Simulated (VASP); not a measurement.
Wanted: an ASE script for a VASP 6.6.1 run.

```
Task                   : density of states
Functional             : PBE
Dispersion             : MBD
Potentials or basis    : VASP PAW PBE potentials, release 64 (Pb_d)
Cutoff                 : 520 eV
k mesh                 : 9 × 9 × 9
Occupations            : methfessel-paxton, width 0.1 eV
Spin                   : no spin polarisation
Further INCAR settings : ALGO = VeryFast; EDIFF = 1.00e-06
```

The structure of Pb lies in Pb.cif:

```cif
data_Pb
_cell_length_a 3.42887095
_cell_length_b 3.42887095
_cell_length_c 3.42887095
_cell_angle_alpha 109.47122063
_cell_angle_beta 109.47122063
_cell_angle_gamma 109.47122063
_space_group_name_H-M_alt 'P1'
_space_group_name_Hall 'P 1'
_space_group_IT_number 1
loop_
_space_group_symop_operation_xyz
'x,y,z'
loop_
_atom_site_label
_atom_site_type_symbol
_atom_site_symmetry_multiplicity
_atom_site_Wyckoff_symbol
_atom_site_fract_x
_atom_site_fract_y
_atom_site_fract_z
_atom_site_occupancy
Pb1 Pb 1 a 0.0000000000 0.0000000000 0.0000000000 1
```

This isn't the form of Pb at room conditions, which is fcc.

The input as run:

run.py

```python
from ase.calculators.vasp import Vasp
from ase.dft.dos import DOS
from ase.io import read

atoms = read('Pb.cif')
calc = Vasp(
    directory='calc',
    xc='pbe',
    pp='PBE',
    setups='recommended',
    prec='Accurate',
    encut=520,
    ediff=1e-06,
    ismear=1,
    sigma=0.1,
    lreal=False,
    lasph=True,
    nelm=100,
    algo='VeryFast',
    isif=2,
    lwave=False,
    lcharg=False,
    ivdw=202,
    lorbit=11,
    kpts=[9, 9, 9],
    gamma=True,
)
atoms.calc = calc

print('energy (eV):', atoms.get_potential_energy())
print('free energy (eV):', atoms.get_potential_energy(force_consistent=True))
print('forces (eV/A):')
print(atoms.get_forces())
print('stress (eV/A^3, Voigt):', atoms.get_stress())
print('Fermi level (eV):', calc.get_fermi_level())
dos = DOS(calc, width=0.1, window=(-10, 10), npts=201)
print('E - E_F (eV), DOS (1/eV)')
for e, g in zip(dos.get_energies(), dos.get_dos()):
    print(f'{e:8.3f} {g:10.4f}')
```

Potentials or basis: VASP PAW PBE potentials, release 64 (Pb_d).

Launch:

```console
$ python run.py
```

It gave:

```
Pressure                                              : -1.6 GPa
Band gap on the k mesh                                : none (metal or under the smearing width)
Valence electrons inside the program's atomic spheres : Pb 11.94
Dispersion energy per atom                            : -0.447 eV
```

It took 33 s on 1 thread of Intel(R) Xeon(R) Platinum 8488C (Sapphire Rapids), on a shared host, peak memory 0.15 GiB.
